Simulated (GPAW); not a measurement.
# Hf (P6_3/mmc) in GPAW: notebook

The runs below take Hf through relaxation of cell and atoms, single point, with BLYP, PBE.

Everything below comes from runs of GPAW 26.7.0. Logs are shortened: lines on timing, memory, paths and dates and some standing lists are left out, and cuts for length are marked. The log counts tension as positive stress, the text compression.

## 1. The structure

Symmetry: P6_3/mmc, No. 194, hexagonal system. The conventional cell has a = 3.197 Å, b = 3.197 Å, c = 5.058 Å, α = 90.00°, β = 90.00°, γ = 120.00°. Around Hf (site symmetry -6m2) lie 12 Hf at 3.13 to 3.20 Å.

## 2. Relaxation of cell and atoms, BLYP

The input, run.py:

```python
from ase import Atoms
from ase.filters import FrechetCellFilter
from ase.io import write
from ase.optimize import FIRE
from gpaw import GPAW, PW, setup_paths

setup_paths.insert(0, '.')

atoms = Atoms(['Hf', 'Hf'],
              cell=[[3.1967, 0.0, 0.0],
                    [-1.59835, 2.7684234083, 0.0],
                    [0.0, 0.0, 5.0578]],
              scaled_positions=[[0.6666666667, 0.3333333333, 0.75],
                                [0.3333333333, 0.6666666667, 0.25]],
              pbc=True)

calc = GPAW(mode=PW(600),
            xc='BLYP',
            kpts={'size': (10, 10, 5), 'gamma': True},
            occupations={'name': 'fermi-dirac', 'width': 0.05},
            nbands=24,
            convergence={'density': 1e-05, 'forces': 0.0001},
            eigensolver='davidson',
            maxiter=150,
            txt='gpaw.txt')
atoms.calc = calc
opt = FIRE(FrechetCellFilter(atoms), trajectory='relax.traj', logfile='-')
done = opt.run(fmax=0.02, steps=60)
calc.write('gs.gpw')
write('result.traj', atoms)
print('Converged:', done)
print('Cell:', atoms.cell.cellpar().round(4))
print('Volume:', round(atoms.get_volume(), 4))
print(atoms.get_scaled_positions().round(5))
```

Potentials or basis: PAW data sets generated in the run's folder for this functional, pw.

The run is started by

```bash
$ gpaw-setup -f BLYP Hf
$ OMP_NUM_THREADS=1 python run.py
```

gpaw.txt:

```text
__  _  _
 | _ |_)|_||  |
 |__||  | ||/\| - 26.7.0

Input parameters:
  mode=PW(ecut=600.0),
  convergence={'density': 1e-05, 'forces': 0.0001},
  eigensolver=Davidson(niter=2),
  kpts=MonkhorstPack(size=(10, 10, 5), gamma=True),
  maxiter=150,
  nbands=24,
  occupations=Occupations(name='fermi-dirac', width=0.05),
  xc=XC(name='BLYP')

Diagonalizing LCAO Hamiltonian
Converting LCAO to pw mode

           Hf

        Hf

Atoms  # Å, Bohr magnetons
|   | symbol |         x |        y |        z |    initial magnetic moments |
|---|--------|-----------|----------|----------|-----------------------------|
| 0 |     Hf |  1.598350 | 0.922808 | 3.793350 | ( 0.0000,  0.0000,  0.0000) |
| 1 |     Hf | -0.000000 | 1.845616 | 1.264450 | ( 0.0000,  0.0000,  0.0000) |

Unit cell  # Å
| periodic |         x |        y |        z |  lengths |     angles |
|----------|-----------|----------|----------|----------|------------|
|      yes |  3.196700 | 0.000000 | 0.000000 | 3.196700 |  90.000000 |
|      yes | -1.598350 | 2.768423 | 0.000000 | 3.196700 |  90.000000 |
|      yes |  0.000000 | 0.000000 | 5.057800 | 5.057800 | 120.000000 |

Number of symmetries: 12
Symmetry operations  # r_c * U_cc + t_c -> r_c
|    | kind |            matrix            |
|----|------|------------------------------|
|  0 |  σ   |  1, 1, 0,  0,-1, 0,  0, 0, 1 |
|  1 |  S6  |  1, 1, 0, -1, 0, 0,  0, 0,-1 |
|  2 |  E   |  1, 0, 0,  0, 1, 0,  0, 0, 1 |
|  3 |  C2  |  1, 0, 0, -1,-1, 0,  0, 0,-1 |
|  4 |  C2  |  0, 1, 0,  1, 0, 0,  0, 0,-1 |
|  5 |  C3  |  0, 1, 0, -1,-1, 0,  0, 0, 1 |
|  6 |  S6  |  0,-1, 0,  1, 1, 0,  0, 0,-1 |
|  7 |  σ   |  0,-1, 0, -1, 0, 0,  0, 0, 1 |
|  8 |  σ   | -1, 0, 0,  1, 1, 0,  0, 0, 1 |
|  9 |  i   | -1, 0, 0,  0,-1, 0,  0, 0,-1 |
| 10 |  C3  | -1,-1, 0,  1, 0, 0,  0, 0, 1 |
| 11 |  C2  | -1,-1, 0,  0, 1, 0,  0, 0,-1 |
[... 99 lines left out ...]
xc functional:
  name: BLYP with 2 nearest neighbor stencil

convergence criteria:
- Maximum integral of absolute [dens]ity change: 1e-05 electrons / valence electron
- Maximum change in the atomic [forces] across last 2 cycles: 0.0001 eV/Ang OR
Maximum error relative to the maximum force is below inf
- Maximum [total energy] change in last 3 cyles: 0.0005 eV / valence electron
- Maximum integral of absolute [eigenst]ate change: 4e-08 eV^2 / valence electron
maximum number of iterations: 150

SCF iterations
|iter     | |      energy | eigst |  dens |force |
|---------|-|-------------|-------|-------|------|
|iter:   1| |  -12.475707 | -0.16 |       |      |
|iter:   2| |  -12.469115 | -1.71 | -1.36 |      |
|iter:   3| |  -12.400052 | -1.60 | -1.38 |      |
|iter:   4| |  -12.401371 | -3.39 | -1.89 |      |
|iter:   5| |  -12.405471c| -3.65 | -2.16 |      |
|iter:   6| |  -12.405486c| -4.88 | -3.24 |      |
|iter:   7| |  -12.405493c| -5.93 | -3.67 |      |
|iter:   8| |  -12.405493c| -7.39 | -4.43 |      |
|iter:   9| |  -12.405493c| -8.55c| -5.08c|      |
|iter:  10| |  -12.405493c| -9.75c| -5.95c|-5.89c|

Converged in 10 steps
Energy contributions relative to reference atoms: (reference = -819822.127521)

Energy contributions:
  Kinetic:          17.496906
  Coulomb:         -16.249545
  Zero:             -0.985146
  External:          0.000000
  Xc:              -12.662391
  Entropy:          -0.010635
  Spinorbit:         0.000000
  ----------------------------
  Free energy:     -12.410811
  Extrapolated:    -12.405493

dipole moment: (-0.000013, -0.000023, -0.000042)  # |e|*Ang

Fermi level: 10.430
Eigenvalues  # (at kpt = [0.000, 0.000, 0.000])
| band index |      eig [eV] | occ [0-2] |
|------------|---------------|-----------|
|          0 |       -51.400 |     2.000 |
|        ... |               |           |
|          2 |       -20.747 |     2.000 |
|          3 |       -20.013 |     2.000 |
|          4 |       -20.013 |     2.000 |
|          5 |       -19.892 |     2.000 |
|          6 |       -19.887 |     2.000 |
|          7 |       -19.887 |     2.000 |
[... 31 lines left out ...]
           Hf

        Hf

Atoms  # Å, Bohr magnetons
|   | symbol |         x |        y |        z |    initial magnetic moments |
|---|--------|-----------|----------|----------|-----------------------------|
| 0 |     Hf |  1.602411 | 0.925152 | 3.802191 | ( 0.0000,  0.0000,  0.0000) |
| 1 |     Hf | -0.000000 | 1.850304 | 1.267397 | ( 0.0000,  0.0000,  0.0000) |

Unit cell  # Å
| periodic |         x |        y |        z |  lengths |     angles |
|----------|-----------|----------|----------|----------|------------|
|      yes |  3.204821 | 0.000000 | 0.000000 | 3.204821 |  90.000000 |
|      yes | -1.602411 | 2.775457 | 0.000000 | 3.204821 |  90.000000 |
|      yes |  0.000000 | 0.000000 | 5.069588 | 5.069588 | 120.000000 |

Number of symmetries: 12
Symmetry operations  # r_c * U_cc + t_c -> r_c
|    | kind |            matrix            |
|----|------|------------------------------|
|  0 |  σ   |  1, 1, 0,  0,-1, 0,  0, 0, 1 |
|  1 |  S6  |  1, 1, 0, -1, 0, 0,  0, 0,-1 |
|  2 |  E   |  1, 0, 0,  0, 1, 0,  0, 0, 1 |
|  3 |  C2  |  1, 0, 0, -1,-1, 0,  0, 0,-1 |
|  4 |  C2  |  0, 1, 0,  1, 0, 0,  0, 0,-1 |
|  5 |  C3  |  0, 1, 0, -1,-1, 0,  0, 0, 1 |
|  6 |  S6  |  0,-1, 0,  1, 1, 0,  0, 0,-1 |
|  7 |  σ   |  0,-1, 0, -1, 0, 0,  0, 0, 1 |
|  8 |  σ   | -1, 0, 0,  1, 1, 0,  0, 0, 1 |
|  9 |  i   | -1, 0, 0,  0,-1, 0,  0, 0,-1 |
| 10 |  C3  | -1,-1, 0,  1, 0, 0,  0, 0, 1 |
| 11 |  C2  | -1,-1, 0,  0, 1, 0,  0, 0,-1 |
[... 317 lines left out ...]
convergence criteria:
- Maximum integral of absolute [dens]ity change: 1e-05 electrons / valence electron
- Maximum change in the atomic [forces] across last 2 cycles: 0.0001 eV/Ang OR
Maximum error relative to the maximum force is below inf
- Maximum [total energy] change in last 3 cyles: 0.0005 eV / valence electron
- Maximum integral of absolute [eigenst]ate change: 4e-08 eV^2 / valence electron
maximum number of iterations: 150

SCF iterations
|iter     | |      energy | eigst |  dens |force |
|---------|-|-------------|-------|-------|------|
|iter:   1| |  -12.426044 |       |       |      |
|iter:   2| |  -12.424856 | -4.16 | -2.21 |      |
|iter:   3| |  -12.418777c| -3.01 | -2.24 |      |
|iter:   4| |  -12.418839c| -5.09 | -2.95 |      |
|iter:   5| |  -12.418995c| -5.58 | -3.26 |      |
|iter:   6| |  -12.418994c| -6.79 | -4.08 |      |
|iter:   7| |  -12.418994c| -8.12c| -5.13c|      |
|iter:   8| |  -12.418994c| -9.74c| -5.41c|-4.25c|

Converged in 8 steps
Energy contributions relative to reference atoms: (reference = -819822.127521)

Energy contributions:
  Kinetic:          14.221358
  Coulomb:         -13.572983
  Zero:             -0.982842
  External:          0.000000
  Xc:              -12.078892
  Entropy:          -0.011270
  Spinorbit:         0.000000
  ----------------------------
  Free energy:     -12.424629
  Extrapolated:    -12.418994

dipole moment: (-0.000013, -0.000023, -0.000042)  # |e|*Ang

Fermi level: 10.190
Eigenvalues  # (at kpt = [0.000, 0.000, 0.000])
| band index |      eig [eV] | occ [0-2] |
|------------|---------------|-----------|
|          0 |       -51.699 |     2.000 |
|        ... |               |           |
|          2 |       -21.006 |     2.000 |
|          3 |       -20.320 |     2.000 |
|          4 |       -20.320 |     2.000 |
|          5 |       -20.207 |     2.000 |
|          6 |       -20.201 |     2.000 |
|          7 |       -20.201 |     2.000 |
[... 382 lines left out ...]
convergence criteria:
- Maximum integral of absolute [dens]ity change: 1e-05 electrons / valence electron
- Maximum change in the atomic [forces] across last 2 cycles: 0.0001 eV/Ang OR
Maximum error relative to the maximum force is below inf
- Maximum [total energy] change in last 3 cyles: 0.0005 eV / valence electron
- Maximum integral of absolute [eigenst]ate change: 4e-08 eV^2 / valence electron
maximum number of iterations: 150

SCF iterations
|iter     | |      energy | eigst |  dens |force |
|---------|-|-------------|-------|-------|------|
|iter:   1| |  -12.420771 |       |       |      |
|iter:   2| |  -12.420770 | -7.57c| -4.00 |      |
|iter:   3| |  -12.420769c| -6.54 | -4.02 |      |
|iter:   4| |  -12.420769c| -8.69c| -4.63 |      |
|iter:   5| |  -12.420769c| -8.87c| -4.99 |      |
|iter:   6| |  -12.420769c|-10.66c| -5.98c|      |
|iter:   7| |  -12.420769c|-11.62c| -6.60c|-4.34c|

Converged in 7 steps
Energy contributions relative to reference atoms: (reference = -819822.127521)

Energy contributions:
  Kinetic:          11.792958
  Coulomb:         -11.583272
  Zero:             -0.980967
  External:          0.000000
  Xc:              -11.643611
  Entropy:          -0.011754
  Spinorbit:         0.000000
  ----------------------------
  Free energy:     -12.426646
  Extrapolated:    -12.420769

dipole moment: (-0.000013, -0.000023, -0.000042)  # |e|*Ang
[... 26 lines left out ...]
No gap
No difference between direct/indirect transitions

Stress tensor  # eV/Ang^3
|         x |         y |        z |
|-----------|-----------|----------|
|  0.001681 | -0.000000 | 0.000000 |
| -0.000000 |  0.001681 | 0.000000 |
|  0.000000 |  0.000000 | 0.003512 |

Forces  # eV/Ang
|       x |        y |        z |
|---------|----------|----------|
| 0.00000 | -0.00000 | -0.00002 |  # Hf   0
| 0.00000 | -0.00000 |  0.00002 |  # Hf   1

Interpolating wave functions to new cell

           Hf

        Hf

Atoms  # Å, Bohr magnetons
|   | symbol |         x |        y |        z |    initial magnetic moments |
|---|--------|-----------|----------|----------|-----------------------------|
| 0 |     Hf |  1.618261 | 0.934303 | 3.834776 | ( 0.0000,  0.0000,  0.0000) |
| 1 |     Hf | -0.000000 | 1.868607 | 1.278258 | ( 0.0000,  0.0000,  0.0000) |

Unit cell  # Å
| periodic |         x |         y |         z |  lengths |     angles |
|----------|-----------|-----------|-----------|----------|------------|
|      yes |  3.236522 |  0.000000 | -0.000000 | 3.236522 |  90.000000 |
|      yes | -1.618261 |  2.802910 | -0.000000 | 3.236522 |  90.000000 |
|      yes | -0.000000 | -0.000000 |  5.113034 | 5.113034 | 120.000000 |
[... 162 lines left out ...]
|          2 |       -21.197 |     2.000 |
|          3 |       -20.544 |     2.000 |
|          4 |       -20.544 |     2.000 |
|          5 |       -20.436 |     2.000 |
|          6 |       -20.431 |     2.000 |
|          7 |       -20.431 |     2.000 |
[... 8 lines left out ...]
|         16 |        12.457 |     0.000 |
|         17 |        12.457 |     0.000 |
|        ... |               |           |
|         23 |        24.529 |     0.000 |

No gap
No difference between direct/indirect transitions

Stress tensor  # eV/Ang^3
|        x |         y |        z |
|----------|-----------|----------|
| 0.001447 |  0.000000 | 0.000000 |
| 0.000000 |  0.001447 | 0.000000 |
| 0.000000 | -0.000000 | 0.003192 |

Forces  # eV/Ang
|        x |       y |        z |
|----------|---------|----------|
|  0.00000 | 0.00000 | -0.00000 |  # Hf   0
| -0.00000 | 0.00000 |  0.00000 |  # Hf   1

Interpolating wave functions to new cell

           Hf

        Hf

Atoms  # Å, Bohr magnetons
|   | symbol |         x |        y |        z |    initial magnetic moments |
|---|--------|-----------|----------|----------|-----------------------------|
| 0 |     Hf |  1.618030 | 0.934170 | 3.833620 | ( 0.0000,  0.0000,  0.0000) |
| 1 |     Hf | -0.000000 | 1.868341 | 1.277873 | ( 0.0000,  0.0000,  0.0000) |
[... 836 lines left out ...]
Stress tensor  # eV/Ang^3
|         x |         y |         z |
|-----------|-----------|-----------|
| -0.000246 | -0.000000 |  0.000000 |
| -0.000000 | -0.000246 | -0.000000 |
|  0.000000 | -0.000000 |  0.000754 |

Forces  # eV/Ang
|        x |        y |        z |
|----------|----------|----------|
|  0.00000 | -0.00000 | -0.00001 |  # Hf   0
| -0.00000 |  0.00000 |  0.00001 |  # Hf   1

# Writing to gs.gpw (mode='')
```

Wall time 3.9 min (1 thread of Arm Neoverse V1, shared host); peak memory 0.36 GiB.

Results:

- Free energy: -12.4269 eV
- Relaxed volume: 23.12 Å³/atom
- Relaxed cell: a = 3.234 Å, b = 3.234 Å, c = 5.105 Å, α = 90.00°, β = 90.00°, γ = 120.00°
- Space group after relaxing (to 0.05 Å): P6_3/mmc (No. 194)
- Energy gained by relaxing: 7.8 meV/atom
- Ionic steps: 10
- Pressure after relaxing: 0.0 GPa
- Band gap on the k mesh: none (metal or under the smearing width)

The path:
| step | energy change (eV) | largest force (eV/Å) | pressure (GPa) | volume (Å³) |
| --- | --- | --- | --- | --- |
| 1 | 0.0000 | 0.0000 | 3.53 | 44.76 |
| 2 | -0.0064 | 0.0000 | 2.69 | 45.09 |
| 3 | -0.0135 | 0.0000 | 1.25 | 45.69 |
| 4 | -0.0152 | 0.0000 | -0.39 | 46.41 |
| 5 | -0.0153 | 0.0000 | -0.37 | 46.40 |
| 6 | -0.0153 | 0.0000 | -0.33 | 46.38 |
| 7 | -0.0154 | 0.0000 | -0.26 | 46.36 |
| 8 | -0.0155 | 0.0000 | -0.19 | 46.32 |
| 9 | -0.0155 | 0.0000 | -0.10 | 46.28 |
| 10 | -0.0156 | 0.0000 | -0.01 | 46.24 |

Final structure:
```
CELL_PARAMETERS angstrom
3.23429 0.00000 0.00000
-1.61714 2.80097 0.00000
0.00000 0.00000 5.10472
ATOMIC_POSITIONS crystal
Hf 0.66667 0.33333 0.75000
Hf 0.33333 0.66667 0.25000
```

Caveat: later steps reuse the first step's grids. Spin-orbit coupling is left out, which matters for the levels of Hf.

## 3. Single point, PBE

The input, run.py:

```python
from ase import Atoms
from ase.dft.bandgap import bandgap
from ase.io import write
from ase.units import Bohr, GPa
from gpaw import GPAW, PW
from gpaw.elf import elf_from_dft_calculation

atoms = Atoms(['Hf', 'Hf'],
              cell=[[3.1967, 0.0, 0.0],
                    [-1.59835, 2.7684234083, 0.0],
                    [0.0, 0.0, 5.0578]],
              scaled_positions=[[0.6666666667, 0.3333333333, 0.75],
                                [0.3333333333, 0.6666666667, 0.25]],
              pbc=True)

calc = GPAW(mode=PW(600),
            xc='PBE',
            kpts={'size': (10, 10, 5), 'gamma': True},
            occupations={'name': 'methfessel-paxton', 'order': 0, 'width': 0.012},
            nbands=24,
            convergence={'density': 1e-05, 'energy': 1e-05},
            maxiter=150,
            txt='gpaw.txt')
atoms.calc = calc
energy = atoms.get_potential_energy()
forces = atoms.get_forces()
stress = atoms.get_stress()
calc.write('gs.gpw')
write('result.traj', atoms)
print(f'Energy: {energy:.6f} eV')
print('Forces (eV/A):')
print(forces.round(4))
print('Stress (GPa):', (stress / GPa).round(3))
print('Fermi level:', round(calc.get_fermi_level(), 4), 'eV')
print(f'Gap: {bandgap(calc)[0]:.4f} eV, direct: {bandgap(calc, direct=True)[0]:.4f} eV')

# fields on the real-space grid
write('density.cube', atoms, data=calc.get_pseudo_density() * Bohr**3)
write('potential.cube', atoms, data=calc.get_electrostatic_potential())
write('elf.cube', atoms, data=elf_from_dft_calculation(calc).data)
```

Potentials or basis: GPAW PAW data sets (gpaw-data 1.2.1), pw.

The run is started by

```bash
$ OMP_NUM_THREADS=1 python run.py
```

Wall time 31 s (1 thread of Arm Neoverse V1, shared host); peak memory 0.18 GiB.

Results (log left out):

| Property | Result |
| --- | --- |
| Free energy | -15.0308 eV |
| Pressure | 0.9 GPa |
| Band gap on the k mesh | none (metal or under the smearing width) |

Stress tensor (GPa, compression positive):
```
1.04 0.00 0.00
0.00 1.04 0.00
0.00 0.00 0.71
```

Levels at points of the mesh, in eV from the Fermi level:
| k point | band 8 | band 9 | band 10 | band 11 | band 12 | band 13 | band 14 | band 15 | band 16 | band 17 |
| --- | --- | --- | --- | --- | --- | --- | --- | --- | --- | --- |
| (0.00, 0.00, 0.00) | -30.23 | -7.33 | -3.67 | 0.62 | 1.20 | 1.20 | 1.47 | 2.01 | 2.01 | 2.65 |
| (0.50, 0.50, 0.00) | -30.31 | -3.32 | -2.73 | -2.21 | -0.81 | 0.81 | 0.88 | 1.68 | 5.88 | 6.39 |

Spin-orbit coupling is left out, which matters for the levels of Hf.
